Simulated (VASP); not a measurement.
# SiRu3 (P4/mmm) in VASP: further runs, part 2 of 2

VASP 6.6.1. The steps go on from the part before.

### 3 Single point, PBE (random cell by space group and Wyckoff sites (Im-3m, No. 229))

File INCAR:

```
SYSTEM = SiRu3
PREC = Accurate
ENCUT = 520
EDIFF = 1E-6
ISMEAR = 0
SIGMA = 0.2
LREAL = .FALSE.
LASPH = .TRUE.
NELM = 100
ALGO = Normal
ISIF = 2
LWAVE = .FALSE.
LCHARG = .TRUE.
GGA = PE
LELF = .TRUE.
LVHAR = .TRUE.
NBANDS = 31
```

File KPOINTS:

```
regular mesh
0
G
  5 5 5
  0 0 0
```

File POSCAR:

```
SiRu3
1.0
   -2.5004381560      2.5004381560      2.5004381560
    2.5004381560     -2.5004381560      2.5004381560
    2.5004381560      2.5004381560     -2.5004381560
Si Ru
1 3
Direct
    0.0000000000      0.0000000000      0.0000000000
    0.0000000000      0.5000000000      0.5000000000
    0.5000000000      0.0000000000      0.5000000000
    0.5000000000      0.5000000000      0.0000000000
```

Potentials or basis: VASP PAW PBE potentials, release 64 (Si, Ru_pv).

Command:

```
> cat potpaw_PBE.64/Si/POTCAR potpaw_PBE.64/Ru_pv/POTCAR > POTCAR
> mpirun -np 1 vasp_std > vasp.out
```

OUTCAR:

```text
SYSTEM = SiRu3
   PREC = Accurate
   ENCUT = 520
   EDIFF = 1E-6
   ISMEAR = 0
   LREAL = .FALSE.
   LASPH = .TRUE.
   NELM = 100
   ISIF = 2
   GGA = PE

 ion  position               nearest neighbor table
   1  0.000  0.000  0.000-   2 2.50   3 2.50   4 2.50   2 2.50   3 2.50   4 2.50
   2  0.000  0.500  0.500-   1 2.50   3 2.50   4 2.50   1 2.50   4 2.50   3 2.50
   3  0.500  0.000  0.500-   1 2.50   2 2.50   4 2.50   4 2.50   1 2.50   2 2.50
   4  0.500  0.500  0.000-   1 2.50   2 2.50   3 2.50   3 2.50   2 2.50   1 2.50

  LATTYP: Found a body centered cubic cell.
 ALAT       =     5.0008763120

  Lattice vectors:

 A1 = (  -2.5004381560,   2.5004381560,   2.5004381560)
 A2 = (   2.5004381560,  -2.5004381560,   2.5004381560)
 A3 = (   2.5004381560,   2.5004381560,  -2.5004381560)

Analysis of symmetry for initial positions (statically):
=====================================================================
 Subroutine PRICEL returns:
 Original cell was already a primitive cell.

 Routine SETGRP: Setting up the symmetry group for a
 body centered cubic supercell.

 Subroutine GETGRP returns: Found 48 space group operations
 (whereof 48 operations were pure point group operations)
 out of a pool of 48 trial point group operations.

The static configuration has the point symmetry O_h .

Analysis of symmetry for dynamics (positions and initial velocities):
=====================================================================
 Subroutine PRICEL returns:
 Original cell was already a primitive cell.

 Routine SETGRP: Setting up the symmetry group for a
 body centered cubic supercell.

 Subroutine GETGRP returns: Found 48 space group operations
 (whereof 48 operations were pure point group operations)
 out of a pool of 48 trial point group operations.

The dynamic configuration has the point symmetry O_h .

[... 103 lines left out ...]
   EFERMI_NEDOS =   21; number of points for ismear=-14 and -15
   IALGO  =     38    algorithm
   IMIX   =      4    mixing-type and parameters
     AMIX     =   0.40;   BMIX     =  1.00
     AMIX_MAG =   1.60;   BMIX_MAG =  1.00
  volume/ion in A,a.u.               =      15.63       105.50
  Fermi-wavevector in a.u.,A,eV,Ry     =   1.477831  2.792695 29.714897  2.183983
  Thomas-Fermi vector in A             =   2.592186
   LORBIT       =      0    0 simple, 1 ext, 2 COOP (PROOUT), +10 PAW based schemes
   GGA     = PE    functional components
   LHFCALC =     F    Hartree Fock is set to
   AEXX    =    0.0000 exact exchange contribution
   IVDW    =     0    specifies the selected vdW correction
   LEPSILON=     F    determine dielectric tensor
   LRPA    =     F    only Hartree local field effects (RPA)
 non-spin polarized calculation
 Gauss-broadening in eV      SIGMA  =   0.20
  energy-cutoff  :      520.00
  volume of cell :       62.53
 maximum number of plane-waves:      1721
   NGX = 17   NGY = 17   NGZ = 17

 number of electron      45.9999990 magnetization

 Free energy of the ion-electron system (eV)
  ---------------------------------------------------
  ext. energy  EPLUGINS =         0.00000000
  ---------------------------------------------------
  free energy    TOTEN  =       -29.92227245 eV

  energy without entropy =      -29.83941891  energy(sigma->0) =      -29.88084568

 E-fermi :  10.0704     XC(G=0): -12.5222

 val. band max:        9.9338135887   @ k =   0.4000   0.0000   0.0000
 cond. band min:      10.1150024594   @ k =   0.4000   0.2000   0.0000
 fundamental gap:      0.1811888707
 Fermi energy:        10.0704482081

 k-point     1 :       0.0000    0.0000    0.0000
  band No.  band energies     occupation
      1     -33.2478      2.00000
      2     -33.2478      2.00000
      3     -33.2478      2.00000
      4     -32.5491      2.00000
      5     -32.5491      2.00000
      6     -32.5491      2.00000
[... 329 lines left out ...]
     30      15.8625      0.00000
     31      17.5187      0.00000

------------------------ aborting loop because EDIFF is reached ----------------------------------------

  FORCE on cell =-STRESS in cart. coord.  units (eV):
  Direction    XX          YY          ZZ          XY          YZ          ZX
  --------------------------------------------------------------------------------------
  -------------------------------------------------------------------------------------
  Total        0.0272851      0.0272851      0.0272851      0.0000000      0.0000000      0.0000000
  in kB        0.6990810      0.6990810      0.6990810      0.0000000      0.0000000      0.0000000
  external PRESSURE =       0.6990810 kB  Pullay stress =       0.0000000 kB

 VOLUME and BASIS-vectors are now :
 -----------------------------------------------------------------------------
  energy-cutoff  :      520.00
  volume of cell :       62.53
      direct lattice vectors                 reciprocal lattice vectors
    -2.500438156  2.500438156  2.500438156     0.000000000  0.199964954  0.199964954
     2.500438156 -2.500438156  2.500438156     0.199964954  0.000000000  0.199964954
     2.500438156  2.500438156 -2.500438156     0.199964954  0.199964954  0.000000000

 POSITION                                       TOTAL-FORCE (eV/Angst)
 -----------------------------------------------------------------------------------
      0.00000      0.00000      0.00000        -0.000000     -0.000000     -0.000000
      2.50044      0.00000      0.00000        -0.000000     -0.000000      0.000000
      0.00000      2.50044      0.00000         0.000000      0.000000      0.000000
      0.00000      0.00000      2.50044        -0.000000     -0.000000     -0.000000
 -----------------------------------------------------------------------------------
    total drift:                               -0.000000     -0.000000      0.000000

  FREE ENERGIE OF THE ION-ELECTRON SYSTEM (eV)
  ---------------------------------------------------
  free  energy   TOTEN  =       -29.9222724486 eV

  energy  without entropy=      -29.8394189150  energy(sigma->0) =      -29.88084568
```

stdout:

```text
POSCAR found type information on POSCAR SiRu
 POSCAR found :  2 types and       4 ions
 scaLAPACK will be used
 LDA part: xc-table for (Slater+PW92), standard interpolation
 POSCAR, INCAR and KPOINTS ok, starting setup
 FFT: planning ... GRIDC
 FFT: planning ... GRID_SOFT
 FFT: planning ... GRID
 WAVECAR not read
 entering main loop
```

It took 9 s on 1 thread of Intel Xeon 6975P-C (Granite Rapids), shared host; peak memory 0.18 GiB.

Results:

- Free energy: -29.9223 eV
- Pressure: 0.1 GPa
- Band gap on the k mesh: none (metal or under the smearing width)

### 4 Relaxation of cell and atoms, PBE (random cell by space group and Wyckoff sites (Im-3m, No. 229))

File INCAR:

```
PREC = Accurate ; ENCUT = 600
EDIFF = 1E-7 ; ISMEAR = 0
SIGMA = 0.2 ; LREAL = F
LASPH = T ; NELM = 100
ALGO = Normal ; ISIF = 3
LWAVE = F ; LCHARG = F
GGA = PE ; IBRION = 2
NSW = 36 ; EDIFFG = -0.08
```

File KPOINTS:

```
Automatic mesh
0
Gamma
  5 5 5
```

File POSCAR:

```
SiRu3
1.0
   -2.5547489500      2.5547489500      2.5547489500
    2.5547489500     -2.5547489500      2.5547489500
    2.5547489500      2.5547489500     -2.5547489500
Si Ru
1 3
Direct
    0.0000000000      0.0000000000      0.0000000000
    0.0000000000      0.5000000000      0.5000000000
    0.5000000000      0.0000000000      0.5000000000
    0.5000000000      0.5000000000      0.0000000000
```

Potentials or basis: VASP PAW PBE potentials, release 64 (Si, Ru_pv).

Command:

```
> cat potpaw_PBE.64/Si/POTCAR potpaw_PBE.64/Ru_pv/POTCAR > POTCAR
> mpirun -np 1 vasp_std > vasp.out
```

OUTCAR:

```text
PREC = Accurate
   ENCUT = 600
   EDIFF = 1E-7
   ISMEAR = 0
   LREAL = F
   LASPH = T
   NELM = 100
   ISIF = 3
   GGA = PE
   IBRION = 2
   NSW = 36
   EDIFFG = -0.08

 ion  position               nearest neighbor table
   1  0.000  0.000  0.000-   2 2.55   3 2.55   4 2.55   2 2.55   3 2.55   4 2.55
   2  0.000  0.500  0.500-   1 2.55   3 2.55   4 2.55   1 2.55   4 2.55   3 2.55
   3  0.500  0.000  0.500-   1 2.55   2 2.55   4 2.55   4 2.55   1 2.55   2 2.55
   4  0.500  0.500  0.000-   1 2.55   2 2.55   3 2.55   3 2.55   2 2.55   1 2.55

  LATTYP: Found a body centered cubic cell.
 ALAT       =     5.1094979000

  Lattice vectors:

 A1 = (  -2.5547489500,   2.5547489500,   2.5547489500)
 A2 = (   2.5547489500,  -2.5547489500,   2.5547489500)
 A3 = (   2.5547489500,   2.5547489500,  -2.5547489500)

[... 167 lines left out ...]
 E-fermi :   9.1158     XC(G=0): -12.1735

 val. band max:        8.9800151904   @ k =   0.4000   0.0000   0.0000
 cond. band min:       9.1592894077   @ k =   0.4000   0.2000  -0.0000
 fundamental gap:      0.1792742173
 Fermi energy:         9.1157737396

 k-point     1 :       0.0000    0.0000    0.0000
  band No.  band energies     occupation
      1     -33.9941      2.00000
      2     -33.9941      2.00000
      3     -33.9941      2.00000
      4     -33.3954      2.00000
      5     -33.3954      2.00000
      6     -33.3954      2.00000
[... 364 lines left out ...]
--------------------------------------- Ionic step        3  -------------------------------------------

 number of electron      46.0000006 magnetization

 Free energy of the ion-electron system (eV)
  ---------------------------------------------------
  ext. energy  EPLUGINS =         0.00000000
  ---------------------------------------------------
  free energy    TOTEN  =       -29.92451629 eV

  energy without entropy =      -29.84142075  energy(sigma->0) =      -29.88296852

 E-fermi :  10.0386     XC(G=0): -12.5107

 val. band max:        9.9019111654   @ k =   0.4000   0.0000   0.0000
 cond. band min:      10.0831202283   @ k =   0.4000   0.2000  -0.0000
 fundamental gap:      0.1812090629
 Fermi energy:        10.0385901900

 k-point     1 :       0.0000    0.0000    0.0000
  band No.  band energies     occupation
      1     -33.2726      2.00000
      2     -33.2726      2.00000
      3     -33.2726      2.00000
      4     -32.5775      2.00000
      5     -32.5775      2.00000
      6     -32.5775      2.00000
[... 320 lines left out ...]
  FREE ENERGIE OF THE ION-ELECTRON SYSTEM (eV)
  ---------------------------------------------------
  free  energy   TOTEN  =       -29.9245162863 eV

  energy  without entropy=      -29.8414207491  energy(sigma->0) =      -29.88296852

 reached required accuracy - stopping structural energy minimisation
```

Run time: 38 s. Hardware: 1 thread of Intel Xeon 6975P-C (Granite Rapids), shared host; peak memory 0.22 GiB.

What came out:

```yaml
Free_energy: -29.9245 eV
Relaxed_volume: 15.67 Å³/atom
Relaxed_cell: a = 4.334 Å, b = 4.334 Å, c = 4.334 Å, α = 109.47°, β = 109.47°, γ = 109.47°
Space_group_after_relaxing_to_0.05_Å: Im-3m (No. 229)
Energy_gained_by_relaxing: 37.6 meV/atom
Ionic_steps: 3
Pressure_after_relaxing: -0.4 GPa
Band_gap_on_the_k_mesh: none (metal or under the smearing width)
```

The path:
```
step  energy change (eV)  largest force (eV/Å)  pressure (GPa)  volume (Å³)
   1              0.0000                0.0000          -10.92        66.70
   2              0.3147                0.0000           26.44        56.32
   3             -0.1505                0.0000           -0.38        62.66
```

Final structure:
```
CELL_PARAMETERS angstrom
-2.50218 2.50218 2.50218
2.50218 -2.50218 2.50218
2.50218 2.50218 -2.50218
ATOMIC_POSITIONS crystal
Si 0.00000 0.00000 0.00000
Ru 0.00000 0.50000 0.50000
Ru 0.50000 0.00000 0.50000
Ru 0.50000 0.50000 0.00000
```

Caveat: the relaxation stopped at a loose force limit of 0.08 eV/Å, so its end isn't a converged minimum.

### 5 The runs side by side

| task | cell | k mesh | cutoff (eV) | smearing | gap on the mesh (eV) | pressure (GPa) |
| --- | --- | --- | --- | --- | --- | --- |
| single point | as given | 12 × 12 × 6 | 520 | gaussian 0.1 eV | none | 0.0 |
| single point | random cell by space group and Wyckoff sites (Im-3m, No. 229) | 5 × 5 × 5 | 520 | gaussian 0.2 eV | none | 0.1 |
| relaxation of cell and atoms | relaxed from: random cell by space group and Wyckoff sites (Im-3m, No. 229) | 5 × 5 × 5 | 600 | gaussian 0.2 eV | none | -0.4 |

Alike in all rows: level PBE; potentials or basis VASP PAW PBE potentials, release 64 (Si, Ru_pv); no spin polarisation.

Caveats: the relaxation stopped at a loose force limit of 0.08 eV/Å, so its end isn't a converged minimum (some runs).

Absolute energies hang on the potentials; compare differences alone.
